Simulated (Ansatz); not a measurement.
# Fe: a scan of the volume

The task, for Fe: follow energy and moments against volume.

Method: DFT PBE, scalar-relativistic, plane waves, PAW, in Ansatz 0.2.0.

**1. The structure to begin with**

It takes space group Fmmm (No. 69, orthorhombic). Conventional cell: a = 2.997 Å, b = 3.883 Å, c = 3.930 Å, α = 90.00°, β = 90.00°, γ = 90.00°. Fe (site symmetry mmm) is surrounded by 12 Fe at 2.45 to 2.76 Å.

Structure file:

```
Fe
1.0
     0.00000    1.94174    1.96511
     1.49844    0.00000    1.96511
     1.49844    1.94174    0.00000
Fe
1
Direct
  0.00000 0.00000 0.00000
```

Source of the structure: the Materials Project (structure only). It is taken as it stands there.

**2. The base run, which the others are set against**

The input, input.yaml:

```yaml
crystal:
  lattice:
    - [0.0, 1.9417396906, 1.9651051623]
    - [1.4984397099, 0.0, 1.9651051623]
    - [1.4984397099, 1.9417396906, 0.0]
  atoms:
    - { symbol: Fe, position: [0.0, 0.0, 0.0], spin: 2.52 }
basis:
  ecutwfc: 420
kpoints:
  mp_grid: { grid: [20, 20, 20] }
hamiltonian:
  xc: pbe
scf:
  occupations: { method: gaussian, width: 0.1 }
output:
  forces: true
  stress: true
  eigenvalues: true
  populations: true
magnetization:
  spin_polarized: true
```

It was run beforehand and gave: -4480.4672 eV/atom at zero smearing, pressure -0.55 GPa, largest force 0.000 eV/Å, no gap on the mesh, site moments Fe +2.25 μB, in 9 SCF cycles and 36 s.

**3. V/V0 = 0.8, start: ferromagnetic**

The input, input.yaml:

```yaml
crystal:
  lattice:
    - [0.0, 1.8025514531, 1.8242420356]
    - [1.3910282051, 0.0, 1.8242420356]
    - [1.3910282051, 1.8025514531, 0.0]
  atoms:
    - { symbol: Fe, position: [0.0, 0.0, 0.0], spin: 4.0 }
basis:
  ecutwfc: 420
kpoints:
  mp_grid: { grid: [20, 20, 20] }
hamiltonian:
  xc: pbe
scf:
  occupations: { method: gaussian, width: 0.1 }
  lower_state_search: "off"
output:
  forces: true
  stress: true
  eigenvalues: true
  populations: true
  write_density: true
  write_potential: true
  elf: true
  volumetric_format: npy
magnetization:
  spin_polarized: true
```

Run with:

```
> ansatz run input.yaml --threads 1 --pin off --max-ram 2560MiB --backend cpu --events-out ev --progress --plain --runs-dir out
```

**4. V/V0 = 0.86, start: ferromagnetic**

The input, input.yaml:

```yaml
crystal:
  lattice:
    - [0.0, 1.8465333612, 1.8687531897]
    - [1.4249690252, 0.0, 1.8687531897]
    - [1.4249690252, 1.8465333612, 0.0]
  atoms:
    - { symbol: Fe, position: [0.0, 0.0, 0.0], spin: 4.0 }
basis:
  ecutwfc: 420
kpoints:
  mp_grid: { grid: [20, 20, 20] }
hamiltonian:
  xc: pbe
scf:
  occupations: { method: gaussian, width: 0.1 }
  lower_state_search: "off"
output:
  forces: true
  stress: true
  eigenvalues: true
  populations: true
magnetization:
  spin_polarized: true
```

**5. V/V0 = 0.92, start: ferromagnetic**

Changes to input.yaml since step 4:

```diff
@@ -2,5 +2,5 @@
   lattice:
-    - [0.0, 1.8465333612, 1.8687531897]
-    - [1.4249690252, 0.0, 1.8687531897]
-    - [1.4249690252, 1.8465333612, 0.0]
+    - [0.0, 1.8885143265, 1.9112393232]
+    - [1.4573657186, 0.0, 1.9112393232]
+    - [1.4573657186, 1.8885143265, 0.0]
   atoms:
```

**6. V/V0 = 0.96, start: ferromagnetic**

Changes to input.yaml since step 5:

```diff
@@ -2,5 +2,5 @@
   lattice:
-    - [0.0, 1.8885143265, 1.9112393232]
-    - [1.4573657186, 0.0, 1.9112393232]
-    - [1.4573657186, 1.8885143265, 0.0]
+    - [0.0, 1.9154967481, 1.9385464314]
+    - [1.4781880421, 0.0, 1.9385464314]
+    - [1.4781880421, 1.9154967481, 0.0]
   atoms:
@@ -21,2 +21,6 @@
   populations: true
+  write_density: true
+  write_potential: true
+  elf: true
+  volumetric_format: npy
 magnetization:
```

**7. V/V0 = 1, start: ferromagnetic**

Changes to input.yaml since step 6:

```diff
@@ -2,5 +2,5 @@
   lattice:
-    - [0.0, 1.9154967481, 1.9385464314]
-    - [1.4781880421, 0.0, 1.9385464314]
-    - [1.4781880421, 1.9154967481, 0.0]
+    - [0.0, 1.9417396906, 1.9651051623]
+    - [1.4984397099, 0.0, 1.9651051623]
+    - [1.4984397099, 1.9417396906, 0.0]
   atoms:
```

**8. V/V0 = 1.04, start: ferromagnetic**

Changes to input.yaml since step 7:

```diff
@@ -2,5 +2,5 @@
   lattice:
-    - [0.0, 1.9417396906, 1.9651051623]
-    - [1.4984397099, 0.0, 1.9651051623]
-    - [1.4984397099, 1.9417396906, 0.0]
+    - [0.0, 1.9672918273, 1.9909647747]
+    - [1.5181582831, 0.0, 1.9909647747]
+    - [1.5181582831, 1.9672918273, 0.0]
   atoms:
```

**9. V/V0 = 1.1, start: ferromagnetic**

The input, input.yaml:

```yaml
crystal:
  lattice:
    - [0.0, 2.004419272, 2.0285389838]
    - [1.5468095167, 0.0, 2.0285389838]
    - [1.5468095167, 2.004419272, 0.0]
  atoms:
    - { symbol: Fe, position: [0.0, 0.0, 0.0], spin: 4.0 }
basis:
  ecutwfc: 420
kpoints:
  mp_grid: { grid: [20, 20, 20] }
hamiltonian:
  xc: pbe
scf:
  occupations: { method: gaussian, width: 0.1 }
  lower_state_search: "off"
output:
  forces: true
  stress: true
  eigenvalues: true
  populations: true
magnetization:
  spin_polarized: true
```

**10. V/V0 = 1.18, start: ferromagnetic**

Changes to input.yaml since step 9:

```diff
@@ -2,5 +2,5 @@
   lattice:
-    - [0.0, 2.004419272, 2.0285389838]
-    - [1.5468095167, 0.0, 2.0285389838]
-    - [1.5468095167, 2.004419272, 0.0]
+    - [0.0, 2.0518786712, 2.0765694746]
+    - [1.5834339153, 0.0, 2.0765694746]
+    - [1.5834339153, 2.0518786712, 0.0]
   atoms:
```

(Steps that only read results are left out.)

**Question.** What does this series show? Wanted: lowest point, start “ferromagnetic”.

The runs gave:

```
                           quantity        value
lowest point, start “ferromagnetic”  V/V0 = 1.00
```

In words: For the start “ferromagnetic” the lowest point lies at V/V0 = 1.00. The pressure passes through zero near V/V0 = 0.997, about 11.40 Å³/atom. The largest site moment goes from 1.77 μB at the smallest volume to 2.70 μB at the largest, growing as the bands narrow.
